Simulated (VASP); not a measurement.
# Si2Mo (I4/mmm) in VASP: a series of runs

One crystal, Si2Mo, is run at these levels: LDA; tasks: relaxation of cell and atoms.

All numbers are computed with VASP 6.6.1; they aren't measurements. Logs are shortened: lines on timing, memory, paths and dates and some standing lists are left out, and cuts for length are marked.

## 1. The structure

The structure is tetragonal, space group I4/mmm (No. 139). The conventional cell has a = 3.200 Å, b = 3.200 Å, c = 7.861 Å, α = 90.00°, β = 90.00°, γ = 90.00°. Around Si (site symmetry 4mm) lie 5 Si at 2.61 to 2.63 Å and 5 Mo at 2.62 Å. Mo (site symmetry 4/mmm) is surrounded by 10 Si at 2.62 Å.

## 2. Relaxation of cell and atoms, LDA

INCAR

```
ALGO = Fast
EDIFF = 1E-7
EDIFFG = -0.002
ENCUT = 350
GGA = CA
IBRION = 2
ISIF = 3
ISMEAR = 0
LASPH = T
LCHARG = F
LREAL = F
LWAVE = F
NELM = 80
NSW = 80
PREC = Accurate
SIGMA = 0.1
```

KPOINTS

```
k-points
0
Gamma
  10 10 10
```

POSCAR

```
Si2Mo
1.0
   -1.6000000000      1.6000000000      3.9305000000
    1.6000000000     -1.6000000000      3.9305000000
    1.6000000000      1.6000000000     -3.9305000000
Si Mo
2 1
Direct
    0.3330000000      0.3330000000      0.0000000000
    0.6670000000      0.6670000000      0.0000000000
    0.0000000000      0.0000000000      0.0000000000
```

Potentials or basis: VASP PAW LDA potentials, release 64 (Si, Mo_sv).

Started as:

```sh
> cat potpaw_LDA.64/Si/POTCAR potpaw_LDA.64/Mo_sv/POTCAR > POTCAR
> mpirun -np 1 vasp_std > vasp.out
```

OUTCAR:

```text
EDIFF = 1E-7
   EDIFFG = -0.002
   ENCUT = 350
   GGA = CA
   IBRION = 2
   ISIF = 3
   ISMEAR = 0
   LASPH = T
   LREAL = F
   NELM = 80
   NSW = 80
   PREC = Accurate

 ion  position               nearest neighbor table
   1  0.333  0.333  0.000-   2 2.61   2 2.61   2 2.61   2 2.61   3 2.62   3 2.62   3 2.62   3 2.62
                             3 2.62   2 2.63
   2  0.667  0.667  0.000-   1 2.61   1 2.61   1 2.61   1 2.61   3 2.62   3 2.62   3 2.62   3 2.62
                             3 2.62   1 2.63
   3  0.000  0.000  0.000-   2 2.62   1 2.62   2 2.62   1 2.62   2 2.62   1 2.62   1 2.62   2 2.62
                             1 2.62   2 2.62

  LATTYP: Found a body centered tetragonal cell.
 ALAT       =     3.2000000000
 C/A-ratio  =     2.4565625000

  Lattice vectors:

 A1 = (  -1.6000000000,   1.6000000000,   3.9305000000)
 A2 = (   1.6000000000,  -1.6000000000,   3.9305000000)
 A3 = (   1.6000000000,   1.6000000000,  -3.9305000000)

Analysis of symmetry for initial positions (statically):
=====================================================================
 Subroutine PRICEL returns:
 Original cell was already a primitive cell.

 Routine SETGRP: Setting up the symmetry group for a
 body centered tetragonal supercell.

 Subroutine GETGRP returns: Found 16 space group operations
 (whereof 16 operations were pure point group operations)
 out of a pool of 16 trial point group operations.

The static configuration has the point symmetry D_4h.

Analysis of symmetry for dynamics (positions and initial velocities):
=====================================================================
 Subroutine PRICEL returns:
 Original cell was already a primitive cell.

 Routine SETGRP: Setting up the symmetry group for a
 body centered tetragonal supercell.

 Subroutine GETGRP returns: Found 16 space group operations
 (whereof 16 operations were pure point group operations)
 out of a pool of 16 trial point group operations.

The dynamic configuration has the point symmetry D_4h.

 Subroutine INISYM returns: Found 16 space group operations
 (whereof 16 operations are pure point group operations),
 and found     1 'primitive' translations

----------------------------------------------------------------------------------------

                                     Primitive cell

  volume of cell :      40.2483

  direct lattice vectors                    reciprocal lattice vectors
    -1.600000000  1.600000000  3.930500000     0.000000000  0.312500000  0.127210279
     1.600000000 -1.600000000  3.930500000     0.312500000  0.000000000  0.127210279
     1.600000000  1.600000000 -3.930500000     0.312500000  0.312500000  0.000000000

  length of vectors
     4.535287229  4.535287229  4.535287229     0.337399918  0.337399918  0.441941738

  position of ions in fractional coordinates (direct lattice)
     0.333000000  0.333000000  0.000000000
     0.667000000  0.667000000  0.000000000
     0.000000000  0.000000000  0.000000000

  ion indices of the primitive-cell ions
   primitive index   ion index
                 1           1
                 2           2
                 3           3

----------------------------------------------------------------------------------------

 KPOINTS: k-points

Automatic generation of k-mesh.
 Grid dimensions read from file:
 generate k-points for:   10   10   10

 Generating k-lattice:

  Cartesian coordinates                     Fractional coordinates (reciprocal lattice)
     0.000000000  0.031250000  0.012721028     0.100000000  0.000000000 -0.000000000
     0.031250000  0.000000000  0.012721028     0.000000000  0.100000000 -0.000000000
     0.031250000  0.031250000  0.000000000     0.000000000  0.000000000  0.100000000

  Length of vectors
     0.033739992  0.033739992  0.044194174

  Shift w.r.t. Gamma in fractional coordinates (k-lattice)
     0.000000000  0.000000000  0.000000000

 Subroutine IBZKPT returns following result:
 ===========================================

 Found    102 irreducible k-points:

 Following reciprocal coordinates:
            Coordinates               Weight
  0.000000  0.000000  0.000000      1.000000
  0.100000  0.000000 -0.000000      8.000000
  0.200000  0.000000 -0.000000      8.000000
  0.300000  0.000000 -0.000000      8.000000
  0.400000  0.000000  0.000000      8.000000
  0.500000  0.000000 -0.000000      4.000000
[... 16 lines left out ...]
  0.300000  0.300000 -0.000000      8.000000
  0.400000  0.300000  0.000000     16.000000
 [... further k-points ...]
   k-points           NKPTS =    102   k-points in BZ     NKDIM =    102   number of bands    NBANDS=     15
   number of dos      NEDOS =    301   number of ions     NIONS =      3
   total plane-waves  NPLWV =  21952
   dimension x,y,z NGX =    28 NGY =   28 NGZ =   28
   dimension x,y,z NGXF=    56 NGYF=   56 NGZF=   56
   ions per type =               2   1
   NGX,Y,Z   is equivalent  to a cutoff of  10.26, 10.26, 10.26 a.u.
   NGXF,Y,Z  is equivalent  to a cutoff of  20.53, 20.53, 20.53 a.u.
 SYSTEM =  unknown system
   PREC   = accura    normal or accurate (medium, high low for compatibility)
   ISTART =      0    job   : 0-new  1-cont  2-samecut
   ICHARG =      2    charge: 1-file 2-atom 10-const
   ISPIN  =      1    spin polarized calculation?
   LNONCOLLINEAR =      F non collinear calculations
   LSORBIT =      F    spin-orbit coupling
   LASPH  =      T    aspherical Exc in radial PAW
   ENCUT  =  350.0 eV  25.72 Ry    5.07 a.u.   6.92  6.92  6.92*2*pi/ulx,y,z
   NELM   =     80;   NELMIN=  2; NELMDL= -5     # of ELM steps
   EDIFF  = 0.1E-06   stopping-criterion for ELM
   LREAL  =      F    real-space projection
   EDIFFG = -.2E-02   stopping-criterion for IOM
   NSW    =     80    number of steps for IOM
   IBRION =      2    ionic relax: 0-MD 1-quasi-New 2-CG
   NFREE  =      1    steps in history (QN), initial steepest desc. (CG)
   ISIF   =      3    stress and relaxation
   ISYM   =      2    0-nonsym 1-usesym 2-fastsym
   POTIM  = 0.5000    time-step for ionic-motion
   TEBEG  =    0.0;   TEEND  =   0.0 temperature during run
   PSTRESS=    0.0 pullay stress
   NELECT =      22.0000    total number of electrons
   NUPDOWN=      -1.0000    fix difference up-down
   EMIN   =  10.00;   EMAX   =-10.00  energy-range for DOS
   EFERMI =   0.00;   METHOD = LEGACY
   ISMEAR =     0;   SIGMA  =   0.10  broadening in eV -4-tet -1-fermi 0-gaus
   EFERMI_NEDOS =   21; number of points for ismear=-14 and -15
   IALGO  =     68    algorithm
   IMIX   =      4    mixing-type and parameters
     AMIX     =   0.40;   BMIX     =  1.00
     AMIX_MAG =   1.60;   BMIX_MAG =  1.00
  volume/ion in A,a.u.               =      13.42        90.54
  Fermi-wavevector in a.u.,A,eV,Ry     =   1.338546  2.529484 24.377614  1.791704
  Thomas-Fermi vector in A             =   2.467007
   LORBIT       =      0    0 simple, 1 ext, 2 COOP (PROOUT), +10 PAW based schemes
   GGA     = CA    functional components
   LHFCALC =     F    Hartree Fock is set to
   AEXX    =    0.0000 exact exchange contribution
   IVDW    =     0    specifies the selected vdW correction
   LEPSILON=     F    determine dielectric tensor
   LRPA    =     F    only Hartree local field effects (RPA)
 conjugate gradient relaxation of ions
 non-spin polarized calculation
 RMM-DIIS sequential band-by-band and
 Gauss-broadening in eV      SIGMA  =   0.10
  energy-cutoff  :      350.00
  volume of cell :       40.25
 maximum number of plane-waves:       609
   NGX = 13   NGY = 13   NGZ = 13

--------------------------------------- Ionic step        1  -------------------------------------------

 number of electron      22.0000001 magnetization

 Free energy of the ion-electron system (eV)
  ---------------------------------------------------
  ext. energy  EPLUGINS =         0.00000000
  ---------------------------------------------------
  free energy    TOTEN  =       -25.78878779 eV

  energy without entropy =      -25.78636710  energy(sigma->0) =      -25.78757744

------------------------ aborting loop because EDIFF is reached ----------------------------------------

  FORCE on cell =-STRESS in cart. coord.  units (eV):
  Direction    XX          YY          ZZ          XY          YZ          ZX
  --------------------------------------------------------------------------------------
  -------------------------------------------------------------------------------------
  Total       -1.3608490     -1.3608490     -1.8494857      0.0000000      0.0000000      0.0000000
  in kB      -54.1717392    -54.1717392    -73.6230479      0.0000000      0.0000000      0.0000000
  external PRESSURE =     -60.6555087 kB  Pullay stress =       0.0000000 kB

 VOLUME and BASIS-vectors are now :
 -----------------------------------------------------------------------------
  energy-cutoff  :      350.00
  volume of cell :       40.25
      direct lattice vectors                 reciprocal lattice vectors
    -1.600000000  1.600000000  3.930500000     0.000000000  0.312500000  0.127210279
     1.600000000 -1.600000000  3.930500000     0.312500000  0.000000000  0.127210279
     1.600000000  1.600000000 -3.930500000     0.312500000  0.312500000  0.000000000
[... 223 lines left out ...]
 POSITION                                       TOTAL-FORCE (eV/Angst)
 -----------------------------------------------------------------------------------
      0.00000      0.00000      2.60857         0.000000      0.000000      0.004786
      0.00000      0.00000      5.17097         0.000000      0.000000     -0.004786
      0.00000      0.00000      0.00000        -0.000000     -0.000000      0.000000
 -----------------------------------------------------------------------------------
    total drift:                               -0.000000     -0.000000      0.000000

  FREE ENERGIE OF THE ION-ELECTRON SYSTEM (eV)
  ---------------------------------------------------
  free  energy   TOTEN  =       -25.8168169332 eV

  energy  without entropy=      -25.8151583319  energy(sigma->0) =      -25.81598763

--------------------------------------- Ionic step        8  -------------------------------------------

 number of electron      22.0000000 magnetization

 Free energy of the ion-electron system (eV)
  ---------------------------------------------------
  ext. energy  EPLUGINS =         0.00000000
  ---------------------------------------------------
  free energy    TOTEN  =       -25.81683171 eV

  energy without entropy =      -25.81518050  energy(sigma->0) =      -25.81600610

 E-fermi :  12.5328     XC(G=0): -12.6744

 val. band max:       12.4817145789   @ k =  -0.2000  -0.3000   0.2000
 cond. band min:      12.5812503404   @ k =   0.5000   0.5000   0.3000
 fundamental gap:      0.0995357615
 Fermi energy:        12.5327731681

 k-point     1 :       0.0000    0.0000    0.0000
  band No.  band energies     occupation
      1     -47.7367      2.00000
      2     -22.1075      2.00000
      3     -22.0099      2.00000
      4     -22.0099      2.00000
      5      -0.9726      2.00000
      6       6.0511      2.00000
      7       9.2242      2.00000
      8       9.3820      2.00000
      9       9.9097      2.00000
     10       9.9097      2.00000
     11      12.9717      0.00000
     12      15.7739      0.00000
     13      15.8722      0.00000
     14      16.1612      0.00000
     15      16.1612      0.00000
[... 397 lines left out ...]
 k-point    24 :       0.4000    0.3000    0.0000
  band No.  band energies     occupation
      1     -47.7037      2.00000
      2     -22.2429      2.00000
      3     -22.1647      2.00000
      4     -22.0704      2.00000
      5       3.1321      2.00000
      6       4.1918      2.00000
      7       6.7874      2.00000
      8       8.6618      2.00000
      9       9.5491      2.00000
     10      10.2949      2.00000
     11      10.6514      2.00000
     12      13.1555      0.00000
     13      14.1043      0.00000
     14      16.0325      0.00000
     15      17.6531      0.00000

 [... further k-points ...]

------------------------ aborting loop because EDIFF is reached ----------------------------------------

  FORCE on cell =-STRESS in cart. coord.  units (eV):
  Direction    XX          YY          ZZ          XY          YZ          ZX
  --------------------------------------------------------------------------------------
  -------------------------------------------------------------------------------------
  Total       -0.0023264     -0.0023264     -0.0022351      0.0000000      0.0000000      0.0000000
  in kB       -0.0950716     -0.0950716     -0.0913425      0.0000000      0.0000000      0.0000000
  external PRESSURE =      -0.0938286 kB  Pullay stress =       0.0000000 kB

 VOLUME and BASIS-vectors are now :
 -----------------------------------------------------------------------------
  energy-cutoff  :      350.00
  volume of cell :       39.20
      direct lattice vectors                 reciprocal lattice vectors
    -1.587589331  1.587589331  3.888653643     0.000000000  0.314942908  0.128579207
     1.587589331 -1.587589331  3.888653643     0.314942908  0.000000000  0.128579207
     1.587589331  1.587589331 -3.888653643     0.314942908  0.314942908  0.000000000

 POSITION                                       TOTAL-FORCE (eV/Angst)
 -----------------------------------------------------------------------------------
      1.58759      1.58759     -1.28070         0.000000      0.000000      0.000356
      0.00000      0.00000      5.16935        -0.000000     -0.000000     -0.000356
      0.00000      0.00000      0.00000        -0.000000     -0.000000     -0.000000
 -----------------------------------------------------------------------------------
    total drift:                               -0.000000     -0.000000      0.000000

  FREE ENERGIE OF THE ION-ELECTRON SYSTEM (eV)
  ---------------------------------------------------
  free  energy   TOTEN  =       -25.8168317101 eV

  energy  without entropy=      -25.8151804952  energy(sigma->0) =      -25.81600610

 reached required accuracy - stopping structural energy minimisation
```

Wall time 3.7 min (1 thread of Intel Xeon Platinum 8259CL at 2.50GHz (Skylake/Cascade Lake), shared host); peak memory 0.17 GiB.

Results:

```yaml
Free_energy: -25.8168 eV
Relaxed_volume: 13.07 Å³/atom
Relaxed_cell: a = 4.490 Å, b = 4.490 Å, c = 4.490 Å, α = 138.59°, β = 138.59°, γ = 60.00°
Space_group_after_relaxing_to_0.05_Å: I4/mmm (No. 139)
Energy_gained_by_relaxing: 9.3 meV/atom
Ionic_steps: 8
Pressure_after_relaxing: 0.0 GPa
Band_gap_on_the_k_mesh: none (metal or under the smearing width)
```

Step by step:
| step | energy change (eV) | largest force (eV/Å) | pressure (GPa) | volume (Å³) |
| --- | --- | --- | --- | --- |
| 1 | 0.0000 | 0.3838 | -6.07 | 40.25 |
| 2 | 0.0424 | 0.1319 | 12.48 | 37.36 |
| 3 | -0.0255 | 0.2153 | 0.31 | 39.12 |
| 4 | -0.0255 | 0.2114 | 0.44 | 39.09 |
| 5 | -0.0280 | 0.0302 | 0.15 | 39.17 |
| 6 | -0.0280 | 0.0025 | 0.11 | 39.19 |
| 7 | -0.0280 | 0.0048 | -0.17 | 39.23 |
| 8 | -0.0280 | 0.0004 | -0.01 | 39.20 |

Final structure:
```
CELL_PARAMETERS angstrom
-1.58759 1.58759 3.88865
1.58759 -1.58759 3.88865
1.58759 1.58759 -3.88865
ATOMIC_POSITIONS crystal
Si 0.33533 0.33533 0.00000
Si 0.66467 0.66467 0.00000
Mo 0.00000 0.00000 0.00000
```

(Part 1 of 2 ends here.)
